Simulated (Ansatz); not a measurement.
Hf, a sheet with vacuum:

```
Hf
1.0
     2.93352    0.00000    0.00000
    -1.46676    2.54050    0.00000
     0.00000    0.00000   23.80000
Hf
1
Direct
  0.00000 0.00000 0.29412
```

The cell was built by a generator and needn't be a form met in nature.

A run of Ansatz 0.2.0 on this cell left the log below. Logs are shortened: lines on timing, memory, paths and dates and some standing lists are left out, and cuts for length are marked.

```text
Warning: RAYON_NUM_THREADS=2 ignored (pool sized by the plan → 2); use --threads N
LAPW: plane waves up to 7.802 Å⁻¹, error target 2.0e-3 eV per atom; small_component_spin mean_spin; Hf in spheres of 1.467 Å, 36 of its electrons in bands, Dirac shells [] (how accurate: hamiltonian.pseudopotentials.lapw.basis_error, Limitations)
Engine: ansatz 0.2.0, x86_64-unknown-linux-gnu
Pseudopotentials: kind: all_electron
Pseudopotential: Hf, LAPW, valence charge 36, lapw/all_electron/scalar/gaussian/Hf, Koelling and Harmon's equation, gaussian nucleus
Functional definition: PBEsol
  exchange = pbesol_x
  correlation = pbesol_c
Crystal: 1 atoms, lattice volume = 177.372 Å³
Basis set: ecut = 231.9473995783691 eV, 1475 PW (Γ), exchange–correlation at level 2
Bands: 22, of which v1, the nominal top of the filled ones, is band 18 counted from 1 (17 counted from 0)
Symmetry: 24 space group operations
Space group: P6/mmm (ITA 191), of the structure as read, at distance tolerance 5.6e-5 Å
k-points: 14 of 100
Non-local potential: Hf, projectors of the file, none
Initial density: superposition of atomic densities (neutral atoms: chi_scale 0, normalization atom)
Initial wavefunctions: plane waves of lowest kinetic energy (no species holds an atomic orbital)
Functional: x = pbesol(κ = 0.804, μ = 0.12345679012345678), c = pbesol(β = 0.046)
iter 1 solved again at ethr=4.86e-3 eV; its pass at ethr=1.00e-1 eV (dr2=1.75e0 eV) is discarded
SCF iter   1: F=—  HF=-410125.166738 eV  |F-HF|=—  |Δ(HF+E_count)|=         —  Δρ=1.79e-2  dr2=1.75e0  ethr=4.86e-3  ⟨swp⟩=2.6  Hψ=1965  notcnv=0
preconditioner: auto → LDOS  [metal: Δε(μ)=0.043 eV  Ē_g=12.309 eV  σ=0.050 eV  W_gap=0.21  n_scr=14 (ndim 8)  ℏωp=11.8 eV  f_vac=0.795  D(μ)=3.94/eV (n_scr^D=14)  β→1.0]
iter 2 solved again at ethr=2.48e-4 eV; its pass at ethr=4.86e-3 eV (dr2=8.91e-2 eV) is discarded
SCF iter   2: F=—  HF=-410124.657584 eV  |F-HF|=—  |Δ(HF+E_count)|=   5.09e-1  Δρ=9.33e-3  dr2=8.89e-2  ethr=2.48e-4  ⟨swp⟩=2.2  Hψ=1697  notcnv=0  defer=1
SCF iter   3: F=—  HF=-410124.791930 eV  |F-HF|=—  |Δ(HF+E_count)|=   1.34e-1  Δρ=2.53e-3  dr2=3.61e-2  ethr=2.47e-4  ⟨swp⟩=3.4  Hψ=1038  notcnv=0  defer=1
SCF iter   4: F=—  HF=-410124.673400 eV  |F-HF|=—  |Δ(HF+E_count)|=   1.19e-1  Δρ=1.72e-3  dr2=2.65e-2  ethr=1.00e-4  ⟨swp⟩=2.5  Hψ=978  notcnv=0  defer=1
SCF iter   5: F=—  HF=-410124.667105 eV  |F-HF|=—  |Δ(HF+E_count)|=         —  Δρ=5.75e-4  dr2=2.37e-3  ethr=7.37e-5  ⟨swp⟩=3.1  Hψ=1017  notcnv=0
the basis was enlarged: its passes take 195.5 KiB over the memory plan, 2 of 2 planned eigensolver slots
SCF iter   6: F=—  HF=-410124.667034 eV  |F-HF|=—  |Δ(HF+E_count)|=   7.17e-5  Δρ=2.05e-4  dr2=5.86e-4  ethr=6.58e-6  ⟨swp⟩=3.0  Hψ=987  notcnv=0
SCF iter   7: F=—  HF=-410124.667029 eV  |F-HF|=—  |Δ(HF+E_count)|=   4.85e-6  Δρ=5.55e-5  dr2=1.60e-5  ethr=1.63e-6  ⟨swp⟩=3.0  Hψ=972  notcnv=0
SCF iter   8: F=—  HF=-410124.667037 eV  |F-HF|=—  |Δ(HF+E_count)|=   7.88e-6  Δρ=1.45e-5  dr2=6.94e-7  ethr=4.45e-8  ⟨swp⟩=3.3  Hψ=981  notcnv=0
SCF iter   9: F=-410124.667037 eV  HF=-410124.667037 eV  |F-HF|=6.11e-8  |Δ(HF+E_count)|=   5.16e-7  Δρ=2.36e-6  dr2=1.75e-8  ethr=1.93e-9  ⟨swp⟩=3.2  Hψ=976  notcnv=0
SCF 1 converged in 9 iterations: F = -410124.667037 eV  dr2 = 1.75e-8
SCF converged after 9 iterations
Free energy (F): -410124.667037 eV
Harris-Foulkes:  -410124.667037 eV  (|F-HF|=6.11e-8)
Internal energy: -410124.641419 eV  (E = F + TS)
E sigma→0 (E₀):  -410124.654228 eV
Entropy (-TS):   -0.025619 eV (-25.619 meV/atom)
Fermi energy:    -4.425938 eV
--- Per-component energies (eV) ---
  E_band       = -2649.152951
  E_kinetic    = 456297.885499
  E_xc         = -8289.264335
  E_electrostatic = -858133.262583  (all electrons and nuclei)
  E_smearing   = -0.025619  (= −TS)
  E_closure    = 0.000000  (closes the sum)
  E_atoms      = -410119.037880  (free atoms, spherical and without spin; not in F)
  Σ components = -410124.667037   (vs F -410124.667037, Δ=0.00e0)
  Basis errors (estimates in eV, not in F): energy 8.7e-4 per atom: plane waves 7.7e-4 (4.8e-4 summed), levels above the bands 2.8e-39, relativity 5.4e-8, radial functions 9.1e-5, core shells 1.2e-6; eigenvalues (radial functions only) 2.6e-6; not estimated: angular momenta, meshes, grids; target (lapw.basis_error) 2.0e-3; muffin-tin radii Hf 1.467 Å
--- Forces (eV/Å), atoms counted from 1 ---
  atom   1  Hf     0.00000000     0.00000000     0.00000000
  max |Σ_I F_I| component: 1.03e-29 eV/Å
--- 2D stress c σ (N/m, compression-positive) ---
       -2.127668       0.000000       0.000000
        0.000000      -2.127668       0.000000
        0.000000       0.000000       0.000000
  P = ½ c Tr σ = -2.1277 N/m
--- Band table (eV; the first three rows and the last of 14) ---
  k-point 0: bands = ["-205.5868", "-205.5743", "-205.5743", "-205.5553", "-205.5553", "-66.3338", "-35.1433", "-34.3465", "-34.3465", "-16.3295", "-16.3130", "-16.2415", "-16.2415", "-16.2337", "-16.2337", "-16.1665", "-9.9825", "-4.7465", "-4.1671", "-2.6495", "-2.6495", "-0.2243"]
  k-point 1: bands = ["-205.5868", "-205.5743", "-205.5743", "-205.5553", "-205.5553", "-66.3236", "-35.1256", "-34.4726", "-34.3744", "-16.3201", "-16.3090", "-16.2424", "-16.2410", "-16.2375", "-16.2353", "-16.1781", "-9.5595", "-4.5366", "-4.2155", "-3.0656", "-2.2675", "-0.0935"]
  k-point 2: bands = ["-205.5868", "-205.5743", "-205.5743", "-205.5553", "-205.5553", "-66.2967", "-35.0792", "-34.7925", "-34.4470", "-16.2992", "-16.2953", "-16.2575", "-16.2435", "-16.2427", "-16.2268", "-16.2035", "-8.4648", "-4.4464", "-4.1976", "-3.5557", "-1.1653", "-0.1891"]
  k-point 13: bands = ["-205.5868", "-205.5743", "-205.5743", "-205.5553", "-205.5553", "-66.2140", "-35.3106", "-35.0800", "-34.9354", "-16.2971", "-16.2795", "-16.2714", "-16.2621", "-16.2315", "-16.2169", "-16.2073", "-4.5597", "-4.4138", "-3.9460", "-3.3141", "-1.7339", "3.6319"]
  the weakly bound empty levels are not read free of the cell's end (augmented_plane_waves)
```

Problem. Write the input and the command behind it.

Solution. Work function with PBEsol, no spin polarisation. The files as run (others can give the same):

input.yaml
```yaml
crystal:
  lattice:
    - [2.93352, 0.0, 0.0]
    - [-1.46676, 2.5405, 0.0]
    - [0.0, 0.0, 23.8]
  atoms:
    - { symbol: Hf, position: [0.0, 0.0, 0.29412] }
  periodic: [true, true, false]
kpoints:
  mp_grid: { grid: [10, 10, 1] }
scf:
  occupations: { method: fermi_dirac, width: 0.05 }
hamiltonian:
  xc: pbesol
  pseudopotentials: { kind: all_electron, lapw: { basis_error: 0.002 } }
output:
  forces: true
  stress: true
  eigenvalues: true
```

Potentials or basis: all-electron LAPW, scalar-relativistic.
Launch:
```bash
$ ansatz run input.yaml --threads 2 --pin off --max-ram 8192MiB --backend cpu --events-out ev --progress --plain --runs-dir out
```
